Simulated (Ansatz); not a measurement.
# C (P6_3/mmc) in Ansatz: further runs

The runs below take C through band structure, with RPBE, revPBE, BLYP.

The COD entry that gives the cell may itself be a prediction, so a difference from it is no test against experiment.

Everything below comes from runs of Ansatz 0.2.0. Logs are shortened: lines on timing, memory, paths and dates and some standing lists are left out, and cuts for length are marked.

### Step 1. The crystal as given

The structure is hexagonal, space group P6_3/mmc (No. 194). Conventional cell: a = 2.522 Å, b = 2.522 Å, c = 8.237 Å, α = 90.00°, β = 90.00°, γ = 120.00°. Around C (site symmetry 3m) lie 4 C at 1.54 Å. C (site symmetry 3m) has 4 C at 1.54 Å as nearest neighbours.

This is a hexagonal form of diamond, not graphite.

### Step 2. Band structure, RPBE

input.yaml

```yaml
crystal:
  lattice:
    - [2.5221, 0.0, 0.0]
    - [-1.26105, 2.1842026709, 0.0]
    - [0.0, 0.0, 8.2371]
  atoms:
    - { symbol: C, position: [0.6666666667, 0.3333333333, 0.84375] }
    - { symbol: C, position: [0.3333333333, 0.6666666667, 0.34375] }
    - { symbol: C, position: [0.6666666667, 0.3333333333, 0.65625] }
    - { symbol: C, position: [0.3333333333, 0.6666666667, 0.15625] }
    - { symbol: C, position: [0.0, 0.0, 0.90625] }
    - { symbol: C, position: [0.0, 0.0, 0.40625] }
    - { symbol: C, position: [0.0, 0.0, 0.59375] }
    - { symbol: C, position: [0.0, 0.0, 0.09375] }
hamiltonian:
  xc: rpbe
  pseudopotentials: { kind: paw }
kpoints:
  mp_grid: { grid: [12, 12, 4] }
  band_path:
    path:
      - [[0.0, 0.0, 0.0], [0.5, 0.0, 0.0], [0.3333333333, 0.3333333333, 0.0], [0.0, 0.0, 0.0], [0.0, 0.0, 0.5], [0.5, 0.0, 0.5], [0.3333333333, 0.3333333333, 0.5], [0.0, 0.0, 0.5]]
      - [[0.5, 0.0, 0.5], [0.5, 0.0, 0.0]]
      - [[0.3333333333, 0.3333333333, 0.0], [0.3333333333, 0.3333333333, 0.5]]
    npoints: 10
scf:
  occupations: { method: fermi_dirac, width: 0.05 }
  n_extra_bands: 20
output:
  forces: true
  stress: true
  eigenvalues: true
  fatbands: false
  write_density: true
  write_potential: true
  elf: true
  volumetric_format: npy
```

Potentials or basis: Ansatz PAW.

Command:

```console
$ ansatz run input.yaml --threads 4 --pin off --max-ram 11264MiB --backend cpu --events-out ev --progress --plain --runs-dir out
```

Standard output:

```text
Warning: RAYON_NUM_THREADS=4 ignored (pool sized by the plan → 4); use --threads N
scf.n_extra_bands = 20 over 16 filled bands (N_el = 32.0): the run solves 36 bands
Engine: ansatz 0.2.0, aarch64-unknown-linux-gnu
Pseudopotentials: kind: paw
Pseudopotential: C, paw, valence charge 4, recommended cutoff 420 eV (normal), C.paw.azcp
Functional definition: RPBE
  parameter kappa = 0.804
  parameter beta = 0.06672455060314922
  exchange = rpbe_x(kappa = kappa, mu = beta*pi^2/3)
  correlation = pbe_c(beta = beta)
Crystal: 8 atoms, lattice volume = 45.376 Å³
Basis set: ecut = 420 eV, 909 PW (Γ), exchange–correlation on 36×36×120 points (8 copies of the dense FFT grid, shifted against one another)
Bands: 36, of which v1, the nominal top of the filled ones, is band 16 counted from 1 (15 counted from 0)
Symmetry: 24 space group operations
Space group: P63/mmc (ITA 194), of the structure as read, at distance tolerance 3.6e-5 Å
k-points: 57 of 576
Non-local potential: C, projectors of the file, l = 0: 2, l = 1: 2, l = 2: 1
PAW form: soft (Blöchl's): semilocal exchange-correlation on the pseudo side does not see the compensation charge
PAW frozen core: C, regenerated for the run's functional, and the local potential with it (the file was generated under x = pbe(κ = 0.804, μ = 0.2195149727645171), c = pbe(β = 0.06672455060314922))
PAW one-centre angular grid: C, 110 points (default); XC on 64 Gauss nodes
Initial density: superposition of atomic densities (neutral atoms: chi_scale 0, normalization atom), corrected by the library's trained network
Initial wavefunctions: pseudopotential atomic-orbital guess
Functional: x = rpbe, c = pbe(β = 0.06672455060314922)
SCF iter   1: F=—  HF=-2016.284987 eV  |F-HF|=—  |Δ(HF+E_count)|=         —  Δρ=5.23e-3  dr2=5.19e-3  ethr=1.77e-3  ⟨swp⟩=5.7  Hψ=9189  notcnv=0  defer=112
preconditioner: auto → none  [insulator: Δε(μ)=4.416 eV  Ē_g=21.578 eV  σ=0.050 eV  W_gap=1.00  n_scr=6 (ndim 8)  ℏωp=31.2 eV  f_vac=0.000  D(μ)=0.00/eV (n_scr^D=0)  ε∞_Penn≈3.1]
SCF iter   2: F=—  HF=-2016.284274 eV  |F-HF|=—  |Δ(HF+E_count)|=   7.12e-4  Δρ=2.34e-3  dr2=7.46e-4  ethr=1.62e-5  ⟨swp⟩=2.3  Hψ=3301  notcnv=0  defer=412
SCF iter   3: F=—  HF=-2016.284589 eV  |F-HF|=—  |Δ(HF+E_count)|=   3.14e-4  Δρ=5.58e-4  dr2=5.92e-5  ethr=2.33e-6  ⟨swp⟩=2.7  Hψ=2284  notcnv=0  defer=412
SCF iter   4: F=—  HF=-2016.284644 eV  |F-HF|=—  |Δ(HF+E_count)|=   5.49e-5  Δρ=9.19e-5  dr2=1.97e-6  ethr=1.85e-7  ⟨swp⟩=2.4  Hψ=2157  notcnv=0  defer=412
iter 5 did not close the SCF: its close was put off for the readings that it lacked (scf_convergence_deferred on its scf_iter line)
SCF iter   5: F=-2016.284645 eV  HF=-2016.284645 eV  |F-HF|=2.61e-8  |Δ(HF+E_count)|=   1.81e-6  Δρ=8.44e-6  dr2=2.14e-8  ethr=6.15e-9  ⟨swp⟩=2.1  Hψ=2134  notcnv=0  defer=412
SCF iter   6: F=-2016.284645 eV  HF=-2016.284645 eV  |F-HF|=3.05e-10  |Δ(HF+E_count)|=   3.19e-8  Δρ=9.29e-7  dr2=1.58e-10  ethr=6.70e-11  ⟨swp⟩=10.6  Hψ=12519  notcnv=0
SCF 1 converged in 6 iterations: F = -2016.284645 eV  dr2 = 1.58e-10
NSCF: frozen V_eff on 93 k-points
SCF converged after 6 iterations
Free energy (F): -2016.284645 eV
Harris-Foulkes:  -2016.284645 eV  (|F-HF|=3.05e-10)
Internal energy: -2016.284645 eV  (E = F + TS)
E sigma→0 (E₀):  -2016.284645 eV
Fermi energy:    15.746393 eV
--- Per-component energies (eV) ---
  E_band       = 141.462308
  E_kinetic    = 737.584326
  E_local      = -486.079335  (includes V_loc(G=0)·N_el)
  E_nonlocal   = 208.605462
  E_hartree    = 107.789670
  E_xc         = -390.587822
  E_vxc        = -484.487736  (∫ρ·V_xc dr)
  E_paw        = -802.668121  (= ΣΔE_a)
  E_vpaw       = -49.739844  (= ΣTr[D̂ρ^β])
  E_aug_tail   = 0.000064  (compensation charges beyond the density's cutoff)
  E_ewald      = -1390.810376
  E_core_change = -0.118515  (= ΣΔE_core)
  E_smearing   = -0.000000  (= −TS)
  E_closure    = -0.000000  (closes the sum)
  Σ components = -2016.284645   (vs F -2016.284645, Δ=0.00e0)
--- Forces (eV/Å), atoms counted from 1 ---
  atom   1  C     -0.00000000    -0.00000000     0.31703695
  atom   2  C     -0.00000000     0.00000000     0.31703695
  atom   3  C     -0.00000000    -0.00000000    -0.31703695
  atom   4  C     -0.00000000     0.00000000    -0.31703695
  atom   5  C      0.00000000     0.00000000     0.32713793
  atom   6  C      0.00000000    -0.00000000     0.32713793
  atom   7  C      0.00000000     0.00000000    -0.32713793
  atom   8  C      0.00000000    -0.00000000    -0.32713793
  max |Σ_I F_I| component: 6.01e-17 eV/Å
--- Stress (GPa, compression-positive) ---
        4.325517       0.000000       0.000000
        0.000000       4.325517       0.000000
        0.000000       0.000000      16.544060
  P = ⅓ Tr σ = 8.3984 GPa (83.984 kbar)
--- Band table (eV; the first three rows and the last of 57) ---
  k-point 0: bands = ["-8.1298", "-6.4353", "-6.3848", "-2.3340", "0.0136", "6.8027", "6.8796", "10.5239", "10.5239", "11.6005", "11.6005", "11.8258", "11.8258", "13.3519", "13.5750", "13.5750", "18.7708", "18.7708", "19.3002", "20.5946", "20.5946", "20.9223", "21.5400", "21.5400", "21.7283", "21.7901", "22.5894", "22.5894", "26.9578", "28.0384", "29.2600", "30.7713", "32.1130", "32.1223", "34.6066", "34.6569"]
  k-point 1: bands = ["-8.0214", "-7.1584", "-5.4617", "-3.1151", "0.9750", "4.7263", "8.9849", "10.6024", "10.6024", "11.2044", "11.2044", "12.3053", "12.3053", "12.6570", "13.3783", "13.3783", "19.0013", "19.0013", "19.6543", "20.2175", "20.2175", "20.7659", "21.7336", "21.7749", "21.8130", "21.8130", "22.4865", "22.4865", "27.0548", "27.7605", "29.5910", "30.5972", "32.1776", "32.1781", "34.4977", "34.5158"]
  k-point 2: bands = ["-7.6967", "-7.6967", "-4.3366", "-4.3366", "2.7313", "2.7313", "10.8339", "10.8339", "10.8339", "10.8339", "11.0158", "11.0158", "12.8946", "12.8946", "12.8946", "12.8946", "19.5654", "19.5654", "19.5654", "19.5654", "20.2993", "20.2993", "21.7495", "21.7495", "22.2045", "22.2045", "22.2045", "22.2045", "27.3405", "27.3405", "30.1487", "30.1487", "32.2433", "32.2433", "34.3811", "34.3811"]
  k-point 56: bands = ["-0.7582", "-0.7582", "-0.6452", "-0.6452", "1.8331", "1.8331", "2.5031", "2.5031", "4.1634", "4.1634", "5.0324", "5.0324", "8.1906", "8.1906", "8.4563", "8.4563", "18.8432", "18.8432", "23.3348", "23.3348", "24.6567", "24.6567", "25.4538", "25.4538", "25.9098", "25.9098", "27.3348", "27.3348", "27.5437", "27.5437", "28.9825", "28.9825", "30.0882", "30.0882", "32.9901", "32.9901"]
```

Wall time 2.8 s (4 threads of Arm Neoverse V1, shared host); peak memory 0.37 GiB.

What came out:

- Free energy: -2016.2846 eV
- Pressure: 8.4 GPa
- Largest force: 0.327 eV/Å
- Band gap on the k mesh: 4.42 eV, indirect (least direct gap 5.20 eV)
- Band gap along the path: 4.43 eV, indirect (least direct gap 5.20 eV)

Forces in eV/Å, atoms in the order of the input:
```
C    0.000  0.000  0.317
C    0.000  0.000  0.317
C    0.000  0.000 -0.317
C    0.000  0.000 -0.317
C    0.000  0.000  0.327
C    0.000  0.000  0.327
C    0.000  0.000 -0.327
C    0.000  0.000 -0.327
```

Stress tensor (GPa, compression positive):
```
 4.33  0.00  0.00
 0.00  4.33  0.00
 0.00  0.00 16.54
```

Levels at the corners of the path, in eV from the valence-band top:
```csv
point,band 13,band 14,band 15,band 16,band 17,band 18,band 19,band 20
Γ,-1.75,-0.22,0.00,0.00,5.20,5.20,5.73,7.02
M,-5.02,-4.57,-3.72,-2.94,4.47,5.61,5.87,6.03
K,-7.16,-5.68,-5.68,-4.05,6.33,6.33,7.88,8.46
Γ,-1.75,-0.22,0.00,0.00,5.20,5.20,5.73,7.02
A,-0.68,-0.68,-0.68,-0.68,5.99,5.99,5.99,5.99
L,-4.74,-4.74,-3.67,-3.67,4.83,4.83,7.13,7.13
H,-5.38,-5.38,-5.12,-5.12,5.27,5.27,9.76,9.76
A,-0.68,-0.68,-0.68,-0.68,5.99,5.99,5.99,5.99
L,-4.74,-4.74,-3.67,-3.67,4.83,4.83,7.13,7.13
M,-5.02,-4.57,-3.72,-2.94,4.47,5.61,5.87,6.03
K,-7.16,-5.68,-5.68,-4.05,6.33,6.33,7.88,8.46
H,-5.38,-5.38,-5.12,-5.12,5.27,5.27,9.76,9.76
```

Caveat: the pressure holds a Pulay correction of +0.9 GPa for the finite cutoff; the PAW data sets come from PBE, with cores solved anew for the run's functional, which leaves a small shift of forces and pressure.

### Step 3. Band structure, revPBE

input.yaml, as its differences from that of step 2:

```diff
@@ -15,3 +15,3 @@
 hamiltonian:
-  xc: rpbe
+  xc: revpbe
   pseudopotentials: { kind: paw }
@@ -33,5 +33 @@
   fatbands: false
-  write_density: true
-  write_potential: true
-  elf: true
-  volumetric_format: npy
```

Potentials or basis: Ansatz PAW.

Command:

```console
$ ansatz run input.yaml --threads 4 --pin off --max-ram 11264MiB --backend cpu --events-out ev --progress --plain --runs-dir out
```

Wall time 2 s (4 threads of Arm Neoverse V2, shared host); peak memory 0.36 GiB.

Results (log left out):

```yaml
Free_energy: -2013.5628 eV
Pressure: 6.9 GPa
Largest_force: 0.328 eV/Å
Band_gap_on_the_k_mesh: 4.42 eV, indirect (least direct gap 5.19 eV)
Band_gap_along_the_path: 4.42 eV, indirect (least direct gap 5.19 eV)
```

Forces in eV/Å, atoms in the order of the input:
```
C    0.000  0.000  0.318
C    0.000  0.000  0.318
C    0.000  0.000 -0.318
C    0.000  0.000 -0.318
C    0.000  0.000  0.328
C    0.000  0.000  0.328
C    0.000  0.000 -0.328
C    0.000  0.000 -0.328
```

Stress tensor (GPa, compression positive):
```
 2.80  0.00  0.00
 0.00  2.80  0.00
 0.00  0.00 15.05
```

Levels at the corners of the path, in eV from the valence-band top:
```tsv
point	band 12	band 13	band 14	band 15	band 16	band 17	band 18	band 19	band 20	band 21
Γ	-1.75	-1.75	-0.22	0.00	0.00	5.19	5.19	5.72	7.02	7.02
M	-5.04	-5.02	-4.56	-3.71	-2.94	4.47	5.60	5.87	6.02	6.95
K	-7.48	-7.15	-5.68	-5.68	-4.04	6.32	6.32	7.88	8.45	8.45
Γ	-1.75	-1.75	-0.22	0.00	0.00	5.19	5.19	5.72	7.02	7.02
A	-2.56	-0.68	-0.68	-0.68	-0.68	5.99	5.99	5.99	5.99	6.72
L	-6.08	-4.74	-4.74	-3.67	-3.67	4.82	4.82	7.12	7.12	7.57
H	-8.54	-5.38	-5.38	-5.12	-5.12	5.26	5.26	9.76	9.76	11.07
A	-2.56	-0.68	-0.68	-0.68	-0.68	5.99	5.99	5.99	5.99	6.72
L	-6.08	-4.74	-4.74	-3.67	-3.67	4.82	4.82	7.12	7.12	7.57
M	-5.04	-5.02	-4.56	-3.71	-2.94	4.47	5.60	5.87	6.02	6.95
K	-7.48	-7.15	-5.68	-5.68	-4.04	6.32	6.32	7.88	8.45	8.45
H	-8.54	-5.38	-5.38	-5.12	-5.12	5.26	5.26	9.76	9.76	11.07
```

Caveat: the pressure holds a Pulay correction of +0.9 GPa for the finite cutoff; the PAW data sets come from PBE, with cores solved anew for the run's functional, which leaves a small shift of forces and pressure.

### Step 4. Band structure, BLYP

input.yaml, as its differences from that of step 3:

```diff
@@ -15,3 +15,3 @@
 hamiltonian:
-  xc: revpbe
+  xc: blyp
   pseudopotentials: { kind: paw }
```

Command:

```console
$ ansatz run input.yaml --threads 4 --pin off --max-ram 11264MiB --backend cpu --events-out ev --progress --plain --runs-dir out
```

Wall time 2.1 s (4 threads of Arm Neoverse V1, shared host); peak memory 0.36 GiB.

It converged, with:

```yaml
Free_energy: -2011.8146 eV
Pressure: 11.5 GPa
Largest_force: 0.341 eV/Å
Band_gap_on_the_k_mesh: 4.75 eV, indirect (least direct gap 5.34 eV)
Band_gap_along_the_path: 4.75 eV, indirect (least direct gap 5.34 eV)
```

Forces in eV/Å, atoms in the order of the input:
```
C    0.000  0.000  0.309
C    0.000  0.000  0.309
C    0.000  0.000 -0.309
C    0.000  0.000 -0.309
C    0.000  0.000  0.341
C    0.000  0.000  0.341
C    0.000  0.000 -0.341
C    0.000  0.000 -0.341
```

Stress tensor (GPa, compression positive):
```
 7.40  0.00  0.00
 0.00  7.40  0.00
 0.00  0.00 19.79
```

Levels at the corners of the path, in eV from the valence-band top:
| point | band 13 | band 14 | band 15 | band 16 | band 17 | band 18 | band 19 | band 20 |
| --- | --- | --- | --- | --- | --- | --- | --- | --- |
| Γ | -1.70 | -0.21 | 0.00 | 0.00 | 5.34 | 5.34 | 5.85 | 7.16 |
| M | -4.90 | -4.46 | -3.62 | -2.88 | 4.82 | 5.93 | 6.17 | 6.34 |
| K | -6.96 | -5.52 | -5.52 | -3.96 | 6.61 | 6.61 | 8.15 | 8.70 |
| Γ | -1.70 | -0.21 | 0.00 | 0.00 | 5.34 | 5.34 | 5.85 | 7.16 |
| A | -0.66 | -0.66 | -0.66 | -0.66 | 6.12 | 6.12 | 6.12 | 6.12 |
| L | -4.60 | -4.60 | -3.59 | -3.59 | 5.17 | 5.17 | 7.42 | 7.42 |
| H | -5.25 | -5.25 | -4.99 | -4.99 | 5.60 | 5.60 | 9.94 | 9.94 |
| A | -0.66 | -0.66 | -0.66 | -0.66 | 6.12 | 6.12 | 6.12 | 6.12 |
| L | -4.60 | -4.60 | -3.59 | -3.59 | 5.17 | 5.17 | 7.42 | 7.42 |
| M | -4.90 | -4.46 | -3.62 | -2.88 | 4.82 | 5.93 | 6.17 | 6.34 |
| K | -6.96 | -5.52 | -5.52 | -3.96 | 6.61 | 6.61 | 8.15 | 8.70 |
| H | -5.25 | -5.25 | -4.99 | -4.99 | 5.60 | 5.60 | 9.94 | 9.94 |

Caveat: the pressure holds a Pulay correction of +1.2 GPa for the finite cutoff; the PAW data sets come from PBE, with cores solved anew for the run's functional, which leaves a small shift of forces and pressure.

### Step 5. Overview

| level | gap on the mesh (eV) | pressure (GPa) | largest force (eV/Å) |
| --- | --- | --- | --- |
| RPBE | 4.42 | 8.4 | 0.33 |
| revPBE | 4.42 | 6.9 | 0.33 |
| BLYP | 4.75 | 11.5 | 0.34 |

Alike in all rows: task band structure; potentials or basis Ansatz PAW; no spin polarisation; cell as given; k mesh 12 × 12 × 4; cutoff (eV) 420; smearing fermi-dirac 0.05 eV.

On the cell as given the gap runs from 4.42 eV (revPBE) to 4.75 eV (BLYP). The pressure there spans 6.9 GPa (revPBE) to 11.5 GPa (BLYP); a positive pressure means that this level wants a larger cell, a negative one a smaller.

Caveats: the PAW data sets come from PBE, with cores solved anew for the run's functional, which leaves a small shift of forces and pressure.

Total energies depend on the potentials used, so only differences within one code and one set of settings carry meaning.
